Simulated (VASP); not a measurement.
# BeTe (F-43m) in VASP: a series of runs

The runs below take BeTe through relaxation of the atoms, with LDA.

Program: VASP 6.6.1. These are calculated values, not measurements. Logs are shortened: lines on timing, memory, paths and dates and some standing lists are left out, and cuts for length are marked.

### 1 The undisturbed crystal

It takes space group F-43m (No. 216, cubic). Conventional cell: a = 5.540 Å, b = 5.540 Å, c = 5.540 Å, α = 90.00°, β = 90.00°, γ = 90.00°. Be (site symmetry -43m) is surrounded by 4 Te at 2.40 Å. Te (site symmetry -43m) has 4 Be at 2.40 Å as nearest neighbours.

### 2 Relaxation of the atoms, LDA (a relaxed cell with its volume scaled by 1.04)

INCAR reads:

```
ALGO = Normal
EDIFF = 1E-7
EDIFFG = -0.01
ENCUT = 600
GGA = CA
IBRION = 2
ISIF = 2
ISMEAR = 0
LASPH = True
LCHARG = False
LREAL = False
LWAVE = False
NELM = 80
NSW = 40
PREC = Accurate
SIGMA = 0.03
```

KPOINTS reads:

```
k-points
0
Gamma
  8 8 8
```

POSCAR reads:

```
BeTe                                    
1.0
    0.0000000000      2.8178167014      2.8178167014
    2.8178167014      0.0000000000      2.8178167014
    2.8178167014      2.8178167014      0.0000000000
  Be              Te            
     1     1
Direct
     0.0000000000000000    0.0000000000000000    0.0000000000000000
     0.2500000000000000    0.2500000000000000    0.2500000000000000
```

Potentials or basis: VASP PAW LDA potentials, release 64 (Be, Te).

On the command line:

```console
cat potpaw_LDA.64/Be/POTCAR potpaw_LDA.64/Te/POTCAR > POTCAR
mpirun -np 1 vasp_std > vasp.out
```

OUTCAR:

```text
EDIFF = 1E-7
   EDIFFG = -0.01
   ENCUT = 600
   GGA = CA
   IBRION = 2
   ISIF = 2
   ISMEAR = 0
   LASPH = True
   LREAL = False
   NELM = 80
   NSW = 40
   PREC = Accurate

 ion  position               nearest neighbor table
   1  0.000  0.000  0.000-   2 2.44   2 2.44   2 2.44   2 2.44
   2  0.250  0.250  0.250-   1 2.44   1 2.44   1 2.44   1 2.44

  LATTYP: Found a face centered cubic cell.
 ALAT       =     5.6356334028

  Lattice vectors:

 A1 = (   0.0000000000,   2.8178167014,   2.8178167014)
 A2 = (   2.8178167014,   0.0000000000,   2.8178167014)
 A3 = (   2.8178167014,   2.8178167014,   0.0000000000)

Analysis of symmetry for initial positions (statically):
=====================================================================
 Subroutine PRICEL returns:
 Original cell was already a primitive cell.

 Routine SETGRP: Setting up the symmetry group for a
 face centered cubic supercell.

 Subroutine GETGRP returns: Found 24 space group operations
 (whereof 24 operations were pure point group operations)
 out of a pool of 48 trial point group operations.

The static configuration has the point symmetry T_d .

Analysis of symmetry for dynamics (positions and initial velocities):
=====================================================================
 Subroutine PRICEL returns:
 Original cell was already a primitive cell.

 Routine SETGRP: Setting up the symmetry group for a
 face centered cubic supercell.

 Subroutine GETGRP returns: Found 24 space group operations
 (whereof 24 operations were pure point group operations)
 out of a pool of 48 trial point group operations.

The dynamic configuration has the point symmetry T_d .

 Subroutine INISYM returns: Found 24 space group operations
 (whereof 24 operations are pure point group operations),
 and found     1 'primitive' translations

----------------------------------------------------------------------------------------

                                     Primitive cell

  volume of cell :      44.7474

  direct lattice vectors                    reciprocal lattice vectors
     0.000000000  2.817816701  2.817816701    -0.177442344  0.177442344  0.177442344
     2.817816701  0.000000000  2.817816701     0.177442344 -0.177442344  0.177442344
     2.817816701  2.817816701  0.000000000     0.177442344  0.177442344 -0.177442344

  length of vectors
     3.984994595  3.984994595  3.984994595     0.307339155  0.307339155  0.307339155

  position of ions in fractional coordinates (direct lattice)
     0.000000000  0.000000000  0.000000000
     0.250000000  0.250000000  0.250000000

[... 85 lines left out ...]
   TEBEG  =    0.0;   TEEND  =   0.0 temperature during run
   PSTRESS=    0.0 pullay stress
   NELECT =       8.0000    total number of electrons
   NUPDOWN=      -1.0000    fix difference up-down
   EMIN   =  10.00;   EMAX   =-10.00  energy-range for DOS
   EFERMI =   0.00;   METHOD = LEGACY
   ISMEAR =     0;   SIGMA  =   0.03  broadening in eV -4-tet -1-fermi 0-gaus
   EFERMI_NEDOS =   21; number of points for ismear=-14 and -15
   IALGO  =     38    algorithm
   IMIX   =      4    mixing-type and parameters
     AMIX     =   0.40;   BMIX     =  1.00
     AMIX_MAG =   1.60;   BMIX_MAG =  1.00
  volume/ion in A,a.u.               =      22.37       150.99
  Fermi-wavevector in a.u.,A,eV,Ry     =   0.922250  1.742800 11.572373  0.850545
  Thomas-Fermi vector in A             =   2.047756
   LORBIT       =      0    0 simple, 1 ext, 2 COOP (PROOUT), +10 PAW based schemes
   GGA     = CA    functional components
   LHFCALC =     F    Hartree Fock is set to
   AEXX    =    0.0000 exact exchange contribution
   IVDW    =     0    specifies the selected vdW correction
   LEPSILON=     F    determine dielectric tensor
   LRPA    =     F    only Hartree local field effects (RPA)
 conjugate gradient relaxation of ions
 non-spin polarized calculation
 Gauss-broadening in eV      SIGMA  =   0.03
  energy-cutoff  :      600.00
  volume of cell :       44.75
 maximum number of plane-waves:      1524
   NGX = 15   NGY = 15   NGZ = 15

 number of electron       8.0000000 magnetization

 Free energy of the ion-electron system (eV)
  ---------------------------------------------------
  ext. energy  EPLUGINS =         0.00000000
  ---------------------------------------------------
  free energy    TOTEN  =        -8.71390569 eV

  energy without entropy =       -8.71390569  energy(sigma->0) =       -8.71390569

 E-fermi :   5.0890     XC(G=0):  -9.2624

 val. band max:        4.9202600433   @ k =   0.0000   0.0000   0.0000
 cond. band min:       6.7942436147   @ k =   0.5000   0.5000   0.0000
 fundamental gap:      1.8739835714
 Fermi energy:         5.0889871514

 k-point     1 :       0.0000    0.0000    0.0000
  band No.  band energies     occupation
      1      -7.3858      2.00000
      2       4.9203      2.00000
      3       4.9203      2.00000
      4       4.9203      2.00000
      5       8.5062      0.00000
      6       8.5062      0.00000
      7       8.5062      0.00000
      8       8.6297      0.00000
[... 243 lines left out ...]
 k-point    24 :      -0.3750    0.2500    0.1250
  band No.  band energies     occupation
      1      -5.8232      2.00000
      2      -0.1735      2.00000
      3       2.0359      2.00000
      4       3.0191      2.00000
      5       9.0463      0.00000
      6       9.2731      0.00000
      7      11.5301      0.00000
      8      12.5804      0.00000

 [... further k-points ...]

------------------------ aborting loop because EDIFF is reached ----------------------------------------

  FORCE on cell =-STRESS in cart. coord.  units (eV):
  Direction    XX          YY          ZZ          XY          YZ          ZX
  --------------------------------------------------------------------------------------
  -------------------------------------------------------------------------------------
  Total       -0.6467017     -0.6467017     -0.6467017      0.0000000      0.0000000      0.0000000
  in kB      -23.1550855    -23.1550855    -23.1550855      0.0000000      0.0000000      0.0000000
  external PRESSURE =     -23.1550855 kB  Pullay stress =       0.0000000 kB

 VOLUME and BASIS-vectors are now :
 -----------------------------------------------------------------------------
  energy-cutoff  :      600.00
  volume of cell :       44.75
      direct lattice vectors                 reciprocal lattice vectors
     0.000000000  2.817816701  2.817816701    -0.177442344  0.177442344  0.177442344
     2.817816701  0.000000000  2.817816701     0.177442344 -0.177442344  0.177442344
     2.817816701  2.817816701  0.000000000     0.177442344  0.177442344 -0.177442344

 POSITION                                       TOTAL-FORCE (eV/Angst)
 -----------------------------------------------------------------------------------
      0.00000      0.00000      0.00000        -0.000000     -0.000000      0.000000
      1.40891      1.40891      1.40891         0.000000      0.000000     -0.000000
 -----------------------------------------------------------------------------------
    total drift:                                0.000000      0.000000      0.000000

  FREE ENERGIE OF THE ION-ELECTRON SYSTEM (eV)
  ---------------------------------------------------
  free  energy   TOTEN  =        -8.7139056947 eV

  energy  without entropy=       -8.7139056947  energy(sigma->0) =       -8.71390569

 reached required accuracy - stopping structural energy minimisation
```

OSZICAR:

```text
N       E                     dE             d eps       ncg     rms          rms(c)
DAV:   1     0.210890791575E+02    0.21089E+02   -0.37909E+03   464   0.917E+02
DAV:   2    -0.817056937337E+01   -0.29260E+02   -0.28245E+02   688   0.976E+01
DAV:   3    -0.888696605180E+01   -0.71640E+00   -0.71640E+00   576   0.213E+01
DAV:   4    -0.889190033732E+01   -0.49343E-02   -0.49343E-02   704   0.202E+00
DAV:   5    -0.889191475648E+01   -0.14419E-04   -0.14419E-04   576   0.838E-02    0.419E+00
DAV:   6    -0.876036782388E+01    0.13155E+00   -0.16298E-01   488   0.183E+00    0.246E+00
DAV:   7    -0.871449618582E+01    0.45872E-01   -0.13509E-01   616   0.184E+00    0.418E-01
DAV:   8    -0.871385783176E+01    0.63835E-03   -0.48866E-03   480   0.456E-01    0.108E-01
DAV:   9    -0.871390589990E+01   -0.48068E-04   -0.14973E-04   624   0.105E-01    0.212E-02
DAV:  10    -0.871390529062E+01    0.60927E-06   -0.19320E-05   512   0.221E-02    0.123E-02
DAV:  11    -0.871390551723E+01   -0.22660E-06   -0.51334E-07   656   0.566E-03    0.748E-03
DAV:  12    -0.871390569635E+01   -0.17913E-06   -0.24014E-07   472   0.369E-03    0.252E-03
DAV:  13    -0.871390569471E+01    0.16410E-08   -0.22492E-09   232   0.412E-04
   1 F= -.87139057E+01 E0= -.87139057E+01  d E =-.871391E+01
```

CONTCAR:

```text
BeTe
   1.00000000000000
     0.0000000000000000    2.8178167014000000    2.8178167014000000
     2.8178167014000000    0.0000000000000000    2.8178167014000000
     2.8178167014000000    2.8178167014000000    0.0000000000000000
  Be              Te
     1     1
Direct
     0.0000000000000000    0.0000000000000000    0.0000000000000000
     0.2500000000000000    0.2500000000000000    0.2500000000000000

  0.00000000E+00  0.00000000E+00  0.00000000E+00
  0.00000000E+00  0.00000000E+00  0.00000000E+00
```

Run time: 8.4 s. Hardware: 1 thread of Intel Xeon Platinum 8375C at 2.90GHz (Ice Lake), shared host; peak memory 0.16 GiB.

What came out:

```
Free energy             : -8.7139 eV
Pressure after relaxing : -2.3 GPa
Band gap on the k mesh  : 1.87 eV, indirect (least direct gap 3.59 eV)
```

Final structure:
```cif
data_structure
_symmetry_space_group_name_H-M 'P 1'
_symmetry_Int_Tables_number 1
_cell_length_a 3.9850
_cell_length_b 3.9850
_cell_length_c 3.9850
_cell_angle_alpha 60.000
_cell_angle_beta 60.000
_cell_angle_gamma 60.000
_cell_volume 44.75
loop_
_atom_site_label
_atom_site_type_symbol
_atom_site_fract_x
_atom_site_fract_y
_atom_site_fract_z
_atom_site_occupancy
Be1 Be 0.00000 0.00000 0.00000 1
Te1 Te 0.25000 0.25000 0.25000 1
```

Levels at points of the mesh, in eV from the valence-band top:
| k point | band 2 | band 3 | band 4 | band 5 | band 6 | band 7 |
| --- | --- | --- | --- | --- | --- | --- |
| (0.00, 0.00, 0.00) | 0.00 | 0.00 | 0.00 | 3.59 | 3.59 | 3.59 |
| (0.50, 0.00, 0.00) | -5.52 | -1.13 | -1.13 | 3.04 | 4.55 | 4.55 |
| (0.50, 0.50, 0.00) | -5.07 | -2.64 | -2.64 | 1.87 | 2.65 | 9.58 |

Caveat: the relaxation stopped at its first step, so nothing moved; spin-orbit coupling is left out, which moves the levels of the heavy elements.

### 3 Relaxation of the atoms, LDA (a relaxed cell with its volume scaled by 1.06)

INCAR is that of step 2.

KPOINTS is that of step 2.

POSCAR reads:

```
BeTe                                    
1.0
    0.0000000000      2.8357650624      2.8357650624
    2.8357650624      0.0000000000      2.8357650624
    2.8357650624      2.8357650624      0.0000000000
  Be              Te            
     1     1
Direct
     0.0000000000000000    0.0000000000000000    0.0000000000000000
     0.2500000000000000    0.2500000000000000    0.2500000000000000
```

Potentials or basis: VASP PAW LDA potentials, release 64 (Be, Te).

On the command line:

```console
cat potpaw_LDA.64/Be/POTCAR potpaw_LDA.64/Te/POTCAR > POTCAR
mpirun -np 1 vasp_std > vasp.out
```

Wall time 8.9 s (1 thread of Intel Xeon Platinum 8375C at 2.90GHz (Ice Lake), shared host); peak memory 0.16 GiB.

Results (log left out):

| Property | Result |
| --- | --- |
| Free energy | -8.6988 eV |
| Pressure after relaxing | -3.3 GPa |
| Band gap on the k mesh | 1.92 eV, indirect (least direct gap 3.57 eV) |

Final structure:
```cif
data_structure
_symmetry_space_group_name_H-M 'P 1'
_symmetry_Int_Tables_number 1
_cell_length_a 4.0104
_cell_length_b 4.0104
_cell_length_c 4.0104
_cell_angle_alpha 60.000
_cell_angle_beta 60.000
_cell_angle_gamma 60.000
_cell_volume 45.61
loop_
_atom_site_label
_atom_site_type_symbol
_atom_site_fract_x
_atom_site_fract_y
_atom_site_fract_z
_atom_site_occupancy
Be1 Be 0.00000 0.00000 0.00000 1
Te1 Te 0.25000 0.25000 0.25000 1
```

Levels at points of the mesh, in eV from the valence-band top:
```tsv
k point	band 1	band 2	band 3	band 4	band 5	band 6	band 7	band 8
(0.00, 0.00, 0.00)	-12.18	0.00	0.00	0.00	3.57	3.60	3.60	3.60
(0.50, 0.00, 0.00)	-10.90	-5.40	-1.09	-1.09	2.99	4.56	4.56	7.65
(0.50, 0.50, 0.00)	-10.44	-4.97	-2.57	-2.57	1.92	2.67	9.46	9.46
```

Caveat: the relaxation stopped at its first step, so nothing moved; spin-orbit coupling is left out, which moves the levels of the heavy elements. A k mesh can miss the band edges.
